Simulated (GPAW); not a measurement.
**How the form of the self-energy moves the gap of BeTe (F-43m)**

Aim: compare treatments of exchange, screening and correlation for the gap of BeTe (F-43m).

Method: PBE and many-body steps on it, plane waves, in GPAW 26.7.0.

The database entry behind the starting cell differs from later determinations by our own check (an axis about 1.5 % short against later determinations), so it need not match the best structure at ambient conditions.

### Step 1. The structure

Symmetry: F-43m, No. 216, cubic system. Conventional cell: a = 5.540 Å, b = 5.540 Å, c = 5.540 Å, α = 90.00°, β = 90.00°, γ = 90.00°. Nearest to Be lie 4 Te at 2.40 Å. Te has 4 Be at 2.40 Å nearest. Farther neighbours and most contacts between anions are not listed.

As a file:

```xyz
2
Lattice="0.0000 2.7700 2.7700 2.7700 0.0000 2.7700 2.7700 2.7700 0.0000" Properties=species:S:1:pos:R:3 pbc="T T T"
Be    0.0000    0.0000    0.0000
Te    1.3850    1.3850    1.3850
```

The cell and positions come from the Crystallography Open Database and are kept as given unless a step says otherwise. Spin-orbit coupling is left out unless a step names it.

### Step 2. Empty states on the mesh, 4×4×4 mesh, 144 bands

This step: GPAW 26.7.0; DFT, PBE, plane waves, PAW.

The sums over transitions need many empty states on a uniform mesh; this step solves for them.

File run.py:

```python
import json
import numpy as np
from gpaw.mpi import world
from gpaw import GPAW

calc = GPAW('gs.gpw').fixed_density(kpts={'size': (4, 4, 4), 'gamma': True},
    parallel={'domain': 1, 'band': 1},
    txt='nscf.txt')
calc.diagonalize_full_hamiltonian(nbands=144)
calc.write('full.gpw', mode='all')
res = {}
kpts = calc.get_ibz_k_points()
res['kpts'] = kpts
res['eigenvalues'] = [calc.get_eigenvalues(kpt=k) for k in range(len(kpts))]
res['n_electrons'] = calc.get_number_of_electrons()

if world.rank == 0:
    with open('result.json', 'w') as f:
        json.dump(res, f, default=lambda x: x.tolist())
```

The run is started by

```console
$ mpirun -n 4 gpaw python run.py
```

Numbers of over 12 decimals in the logs are rounded to 6 here.

The log of the run:

```text
Diagonalizing LCAO Hamiltonian
Converting LCAO to pw mode
convergence criteria:
- Maximum integral of absolute [eigenst]ate change: 4e-08 eV^2 / valence electron
maximum number of iterations: 100

SCF iterations
|iter     |     time |      energy | eigst |  dens |
|iter:   1|  |             | +1.11 |       |
|iter:   2|  |             | -0.64 |       |
|iter:   3|  |             | -2.58 |       |
|iter:   4|  |             | -4.29 |       |
|iter:   5|  |             | -5.25 |       |
|iter:   6|  |             | -6.39 |       |
|iter:   7|  |             | -7.12 |       |
|iter:   8|  |             | -8.27c|       |
SCF steps: 8
  __  _  _
 | _ |_)|_||  |
 |__||  | ||/\| - 26.7.0

Input parameters:
  mode=PW(ecut=600.0),
  convergence={'density': 1e-06, 'bands': -3},
  gpts=array([24, 24, 24]),
  kpts=MonkhorstPack(size=(4, 4, 4), gamma=True),
  maxiter=100,
  nbands=11,
  occupations=Occupations(name='fermi-dirac', width=0.001, fixmagmom=False),
  parallel={'domain': 1, 'band': 1},
  xc=XC(name='PBE')
Matrix size: 1427x1427
# Writing to full.gpw (mode='all')
  [... matrices ...]

timing:  # [seconds]
  Total: 6.416  # ━━━━━━━━━━━━━━━━━━━━━━━━━━━━━━━━━━━━━━━━━━━━━━━━━━━━━━━━━━━
```

Elapsed: 9.6 s, on 4 MPI ranks of Arm Neoverse V1, shared host; peak memory 1.2 GiB; 38 s of CPU time.

This step gave:

- gap: 1.858 eV
- k of the valence top: 0, 0, 0
- k of the conduction bottom: 0.5, 0.5, 0
- least direct gap: 3.585 eV
- k points computed: 8
- lowest point of the top converged band, above the valence top: 115.0166 eV

On this mesh the gap is 1.858 eV.

### Step 3. G0W0, Godby-Needs plasmon pole

G0W0 replaces the xc potential by the self-energy, built once from these orbitals. Only a window of levels is corrected, while the sums run over the empty bands that the input names.

This step: G0W0 on PBE, plane waves, PAW.

File run.py:

```python
import json
import numpy as np
from gpaw.mpi import world
from gpaw.response.g0w0 import G0W0

gw = G0W0('full.gpw',
    filename='gw',
    kpts=[0, 5],
    bands=(2, 6),
    ecut=125,
    nbands=134,
    integrate_gamma='WS',
    ppa=True)
gw.calculate()
res = {mode: {k: v for k, v in r.items() if k != 'sigma_eskwn'}
       for mode, r in gw.all_results.items()}

if world.rank == 0:
    with open('result.json', 'w') as f:
        json.dump(res, f, default=lambda x: x.tolist())
```

The run is started by

```console
$ mpirun -n 4 gpaw python run.py
```

The log of the run:

```text
Using integrator: PointIntegrator
FrequencyGridDescriptor(from 0.000+0.000j to 0.000+27.211j eV, 2 points)
Nonperiodic BCs:  [False False False]
Using integrator: PointIntegrator
FrequencyGridDescriptor(from 0.000+0.000j to 0.000+27.211j eV, 2 points)
Nonperiodic BCs:  [False False False]
  ___  _ _ _
 |   || | | |
 | | || | | |
 |__ ||_____|
 |___|

BZ k-points: Symmetries present (total): 24

  [... matrices ...]
64 k-points: 4 x 4 x 4 Monkhorst-Pack grid + [1/8,1/8,1/8]
8 k-points in the irreducible part of the Brillouin zone
       k-points in crystal coordinates                weights
   0:     0.00000000    0.00000000    0.00000000          1/64
   1:     0.25000000    0.25000000    0.00000000          6/64
   2:     0.25000000    0.25000000    0.25000000          8/64
   3:     0.50000000    0.25000000   -0.25000000          6/64
   4:     0.50000000    0.25000000    0.25000000         12/64
   5:     0.50000000    0.50000000    0.00000000          3/64
   6:     0.50000000    0.50000000    0.25000000         24/64
   7:     0.50000000    0.50000000    0.50000000          4/64

Distributing spins, k-points and bands (1 x 2 x 4) over 4 processes
Number of blocks: 1

Quasi particle states:
k-points (IBZ indices): [0, 5]
Band range: (2, 6)
  [... matrices ...]
Computational parameters:
Plane wave cut-off: 125 eV
Number of bands: 134
Coulomb cutoff: None
Broadening: 0.1 eV

fxc modes: GW
Kernel: RPA
Using Godby-Needs plasmon-pole approximation:
  Fitting energy: i*E0, E0 = 1.000 Hartree
Summing all q:

Calculating screened Coulomb potential
No Coulomb truncation
FrequencyGridDescriptor(from 0.000+0.000j to 0.000+27.211j eV, 2 points)
Removing empty qpoint cache files...

Calculating chi0 body with:
    Ground state adapter containing:
    Number of spins: 1
    Number of kpoints: 64
    Number of irreducible kpoints: 8
    Number of completely occupied states: 4
    Number of partially occupied states: 4
    Occupied states memory: 0.84375 M / cpu

    Linear response parametrization:
    q_c: [0.0, 0.0, 0.0]
    Number of frequency points: 2
    Planewave cutoff: 125.0
    Number of bands: 134
    Number of planewaves: 137
    Broadening (eta): 1e-06
    comm.size: 4
    kncomm.size: 4
    blockcomm.size: 1

    Memory estimate of potentially large arrays:
        chi0_wGG: 0.572784 M / cpu
Integrating chi0 body.

Symmetries of q_c:
    Direct symmetries (Uq -> q): 24
    Indirect symmetries (TUq -> q): 24
In total 48 allowed symmetries.

  [... matrices ...]
8 groups of equivalent kpoints. 87.5% reduction.

Integral kind: response function
Integrating chi0 head and wings.

Symmetries of q_c:
    Direct symmetries (Uq -> q): 24
    Indirect symmetries (TUq -> q): 24
In total 48 allowed symmetries.

  [... matrices ...]
8 groups of equivalent kpoints. 87.5% reduction.

Integral kind: response function wings

Calculating chi0 body with:
    Ground state adapter containing:
    Number of spins: 1
    Number of kpoints: 64
    Number of irreducible kpoints: 8
    Number of completely occupied states: 4
    Number of partially occupied states: 4
    Occupied states memory: 0.84375 M / cpu

    Linear response parametrization:
[... the further q-points ...]

Results:
f:      Occupation numbers
eps:     KS-eigenvalues [eV]
vxc:     KS vxc [eV]
exx:     Exact exchange [eV]
sigma:   Self-energies [eV]
dsigma:  Self-energy derivatives
Z:       Renormalization factors
qp:      QP-energies [eV]

k-point 0 (0): (0.000, 0.000, 0.000)                GW
band       f     eps     vxc     exx   sigma  dsigma       Z      qp
                                                                   GW
   2   1.000   5.561 -14.534 -16.259   0.970  -0.248   0.802   4.956
   3   1.000   5.561 -14.534 -16.259   0.970  -0.248   0.802   4.956
   4   0.000   9.146 -10.888  -6.384  -4.091  -0.258   0.795   9.475
   5   0.000   9.146 -10.888  -6.384  -4.091  -0.258   0.795   9.475

k-point 1 (5): (0.500, 0.500, 0.000)                GW
band       f     eps     vxc     exx   sigma  dsigma       Z      qp
                                                                   GW
   2   1.000   2.726 -12.666 -15.505   1.807  -0.279   0.782   1.919
   3   1.000   2.726 -12.666 -15.505   1.807  -0.279   0.782   1.918
   4   0.000   7.420  -9.495  -5.605  -3.775  -0.231   0.813   7.513
   5   0.000   8.171 -10.359  -6.377  -3.871  -0.243   0.805   8.260
```

It took 27 s on 4 MPI ranks; peak memory 1 GiB; 1.8 min of CPU time.

This step gave:

| Quantity | Value |
| --- | --- |
| G0W0 gap on the points computed | 2.557 eV |
| least direct G0W0 gap on the computed points | 4.519 eV |
| Z at the valence top | 0.8015 |
| Z at the conduction bottom | 0.8126 |
| starting gap on the mesh | 1.858 eV |
| k of the valence top | 0, 0, 0 |
| k of the conduction bottom | 0.5, 0.5, 0 |

The gap on the mesh goes from 1.86 eV to 2.56 eV, a correction of +0.70 eV.

### Step 4. G0W0, full frequency, Hilbert transform

Edit run.py of step 3 so:

```diff
@@ -12,3 +12,5 @@
     integrate_gamma='WS',
-    ppa=True)
+    frequencies={'type': 'nonlinear', 'domega0': 0.1, 'omega2': 15.0},
+    eta=0.1,
+    nblocksmax=True)
 gw.calculate()
```

The run is started by

```console
$ mpirun -n 4 gpaw python run.py
```

The log of the run:

```text
Using integrator: PointIntegrator
NonLinearFrequencyDescriptor(from 0.000 to 127.441 eV, 283 points)
Nonperiodic BCs:  [False False False]
Using integrator: PointIntegrator
NonLinearFrequencyDescriptor(from 0.000 to 127.441 eV, 283 points)
Nonperiodic BCs:  [False False False]
  ___  _ _ _
 |   || | | |
 | | || | | |
 |__ ||_____|
 |___|

BZ k-points: Symmetries present (total): 24

  [... matrices ...]
64 k-points: 4 x 4 x 4 Monkhorst-Pack grid + [1/8,1/8,1/8]
8 k-points in the irreducible part of the Brillouin zone
       k-points in crystal coordinates                weights
   0:     0.00000000    0.00000000    0.00000000          1/64
   1:     0.25000000    0.25000000    0.00000000          6/64
   2:     0.25000000    0.25000000    0.25000000          8/64
[...]
6:     0.50000000    0.50000000    0.25000000         24/64
   7:     0.50000000    0.50000000    0.50000000          4/64

Distributing spins, k-points and bands (1 x 2 x 4) over 1 process
Number of blocks: 4

Quasi particle states:
k-points (IBZ indices): [0, 5]
Band range: (2, 6)
  [... matrices ...]
Computational parameters:
Plane wave cut-off: 125 eV
Number of bands: 134
Coulomb cutoff: None
Broadening: 0.1 eV

fxc modes: GW
Kernel: RPA
Using full-frequency real axis integration
Summing all q:

Calculating screened Coulomb potential
No Coulomb truncation
NonLinearFrequencyDescriptor(from 0.000 to 127.441 eV, 283 points)
Removing empty qpoint cache files...

Calculating chi0 body with:
    Ground state adapter containing:
    Number of spins: 1
    Number of kpoints: 64
    Number of irreducible kpoints: 8
    Number of completely occupied states: 4
    Number of partially occupied states: 4
    Occupied states memory: 0.84375 M / cpu

    Linear response parametrization:
[...]
Number of frequency points: 283
    Planewave cutoff: 125.0
    Number of bands: 134
    Number of planewaves: 137
    Broadening (eta): 0.1
    comm.size: 4
    kncomm.size: 1
    blockcomm.size: 4

    Memory estimate of potentially large arrays:
        chi0_wGG: 20.262249 M / cpu
Integrating chi0 body.

Symmetries of q_c:
    Direct symmetries (Uq -> q): 24
    Indirect symmetries (TUq -> q): 24
In total 48 allowed symmetries.

  [... matrices ...]
8 groups of equivalent kpoints. 87.5% reduction.

Integral kind: spectral function
Integrating chi0 head and wings.

Symmetries of q_c:
    Direct symmetries (Uq -> q): 24
    Indirect symmetries (TUq -> q): 24
In total 48 allowed symmetries.

  [... matrices ...]
8 groups of equivalent kpoints. 87.5% reduction.

Integral kind: spectral function wings

Calculating chi0 body with:
    Ground state adapter containing:
    Number of spins: 1
    Number of kpoints: 64
    Number of irreducible kpoints: 8
    Number of completely occupied states: 4
    Number of partially occupied states: 4
    Occupied states memory: 0.84375 M / cpu

    Linear response parametrization:
[... the further q-points ...]

Results:
f:      Occupation numbers
eps:     KS-eigenvalues [eV]
vxc:     KS vxc [eV]
exx:     Exact exchange [eV]
sigma:   Self-energies [eV]
dsigma:  Self-energy derivatives
Z:       Renormalization factors
qp:      QP-energies [eV]

k-point 0 (0): (0.000, 0.000, 0.000)                GW
band       f     eps     vxc     exx   sigma  dsigma       Z      qp
                                                                   GW
   2   1.000   5.561 -14.534 -16.259   0.940  -0.259   0.794   4.938
   3   1.000   5.561 -14.534 -16.259   0.940  -0.259   0.794   4.938
   4   0.000   9.146 -10.888  -6.384  -4.065  -0.273   0.785   9.491
[...]
k-point 1 (5): (0.500, 0.500, 0.000)                GW
band       f     eps     vxc     exx   sigma  dsigma       Z      qp
                                                                   GW
[...]
4   0.000   7.420  -9.495  -5.605  -3.737  -0.239   0.807   7.544
   5   0.000   8.171 -10.359  -6.377  -3.842  -0.256   0.796   8.282
```

Wall time 56 s (4 MPI ranks); peak memory 1.2 GiB.

This step gave:

| Property | Result |
| --- | --- |
| G0W0 gap on the points computed | 2.606 eV |
| least direct G0W0 gap on the computed points | 4.553 eV |
| Z at the valence top | 0.7944 |
| Z at the conduction bottom | 0.8071 |
| starting gap on the mesh | 1.858 eV |
| k of the valence top | 0, 0, 0 |
| k of the conduction bottom | 0.5, 0.5, 0 |

Against G0W0 in GPAW (4×4×4 mesh, 134 bands, screening to 125 eV, Godby-Needs plasmon pole), the gap moves by +0.049 eV.

### Step 5. G0W0, multipole

Edit run.py of step 4 so:

```diff
@@ -12,5 +12,3 @@
     integrate_gamma='WS',
-    frequencies={'type': 'nonlinear', 'domega0': 0.1, 'omega2': 15.0},
-    eta=0.1,
-    nblocksmax=True)
+    mpa={'npoles': 4, 'wrange': [0, 40], 'varpi': 20.0, 'eta0': 0.01, 'eta_rest': 1.0, 'alpha': 1})
 gw.calculate()
```

The run is started by

```console
$ mpirun -n 4 gpaw python run.py
```

The log of the run:

```text
Using integrator: PointIntegrator
FrequencyGridDescriptor(from 0.000+0.010j to 40.000+20.000j eV, 8 points)
Nonperiodic BCs:  [False False False]
Using integrator: PointIntegrator
FrequencyGridDescriptor(from 0.000+0.010j to 40.000+20.000j eV, 8 points)
Nonperiodic BCs:  [False False False]
  ___  _ _ _
 |   || | | |
 | | || | | |
 |__ ||_____|
 |___|

BZ k-points: Symmetries present (total): 24

  [... matrices ...]
64 k-points: 4 x 4 x 4 Monkhorst-Pack grid + [1/8,1/8,1/8]
8 k-points in the irreducible part of the Brillouin zone
[...]
GW
   2   1.000   5.561 -14.534 -16.259   0.975  -0.260   0.794   4.966
   3   1.000   5.561 -14.534 -16.259   0.975  -0.260   0.794   4.966
   4   0.000   9.146 -10.888  -6.384  -4.059  -0.273   0.786   9.496
[...]
k-point 1 (5): (0.500, 0.500, 0.000)                GW
band       f     eps     vxc     exx   sigma  dsigma       Z      qp
                                                                   GW
[...]
4   0.000   7.420  -9.495  -5.605  -3.729  -0.243   0.804   7.549
   5   0.000   8.171 -10.359  -6.377  -3.836  -0.257   0.796   8.287
```

Run time: 43 s. Hardware: 4 MPI ranks; peak memory 1.1 GiB.

Numbers from this step:

| Quantity | Value |
| --- | --- |
| G0W0 gap on the points computed | 2.583 eV |
| least direct G0W0 gap on the computed points | 4.529 eV |
| starting gap on the mesh | 1.858 eV |
| k of the valence top | 0, 0, 0 |
| k of the conduction bottom | 0.5, 0.5, 0 |

Against G0W0 in GPAW (4×4×4 mesh, 134 bands, screening to 125 eV, Godby-Needs plasmon pole), the gap moves by +0.026 eV.

### Step 6. Side by side

Times are wall times on 4 MPI ranks of Arm Neoverse V1, shared host, good to a factor of about two.

```tsv
run	mesh	bands	screening cutoff (eV)	DFT gap (eV)	gap on the mesh (eV)	direct (eV)	time
G0W0, Godby-Needs plasmon pole	4×4×4	134	125	1.858	2.557	4.519	27 s
G0W0, full frequency, Hilbert transform	4×4×4	134	125	1.858	2.606	4.553	56 s
G0W0, multipole	4×4×4	134	125	1.858	2.583	4.529	43 s
```

### Step 7. What came out

* G0W0, Godby-Needs plasmon pole: 2.557 eV
* G0W0, full frequency, Hilbert transform: 2.606 eV
* G0W0, multipole: 2.583 eV
* known limits: not at the basis limit; no spin-orbit coupling; coarse k mesh

**Reading.** G0W0, full frequency, Hilbert transform: +0.049 eV against G0W0, Godby-Needs plasmon pole. G0W0, multipole: +0.026 eV against G0W0, Godby-Needs plasmon pole. Bands and cutoff are finite, so the gap is not at the basis limit. The miss can reach some tenths of an eV and take either sign; the mesh is an error of its own. These stock PAW sets were not made for GW; the filled d or f shell of Te lies in the frozen core, which bears on start and correction. In the G0W0 runs levels were corrected at 2 k points alone, so a gap called «on the mesh» is the least over those, and an edge elsewhere would be missed. The 4×4×4 mesh is coarse for this cell, which bears on the long-range parts of exchange and screening. The many-body steps are scalar-relativistic: spin-orbit coupling is not in them.

[Paths, hosts, dates, memory and timing lines, banners, echoed tables and standing remarks are left out of the program output.]

[Logs are printed without paths, hosts, clocks, repeated set-up lines and the standing remarks that a program may print on its own settings, such as how far it seeks lower states.]

[Runs of the session that timed out or met a known fault of the program may be left out.]

[Hosts, paths, dates, database ids (printed as entryN), source tags and the programs' standing remarks are cut or masked in the printed files.]
